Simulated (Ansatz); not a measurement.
The system is Li.

```
Li
1.0
    -1.75465    1.75465    1.75465
     1.75465   -1.75465    1.75465
     1.75465    1.75465   -1.75465
Li
1
Direct
  0.00000 0.00000 0.00000
```

```yaml
Program: Ansatz 0.2.0
Task: relaxation of cell and atoms
Functional: PBEsol
Dispersion: D4
Potentials_or_basis: all-electron LAPW, scalar-relativistic
Basis_error_allowed: 0.001 eV/atom
k_mesh: 11 × 11 × 11
Occupations: fermi-dirac, width 0.05 eV
Spin: no spin polarisation
```

At the start: volume 21.61 Å³/atom.

Problem. How do energy, volume and symmetry change on relaxing?

Solution. Over 5 steps the energy falls by 4.5 meV/atom and the volume is 20.08 Å³/atom (-7.1 %); space group Im-3m (No. 229, to 0.05 Å).

The path:
| step | energy change (eV) | largest force (eV/Å) | volume (Å³) |
| --- | --- | --- | --- |
| 1 | 0.0000 | 0.0000 | 21.61 |
| 2 | -0.0029 | 0.0000 | 20.96 |
| 3 | -0.0044 | 0.0000 | 20.01 |
| 4 | -0.0045 | 0.0000 | 20.08 |
| 5 | -0.0045 | 0.0000 | 20.08 |

Final structure:
```
Li
1.0
    -1.71233    1.71233    1.71233
     1.71233   -1.71233    1.71233
     1.71233    1.71233   -1.71233
Li
1
Direct
  0.00000 0.00000 0.00000
```

The cell as given is a measured one (21.61 Å³/atom); PBEsol+D4 puts the equilibrium volume -7.1 % from it, thermal expansion not counted.
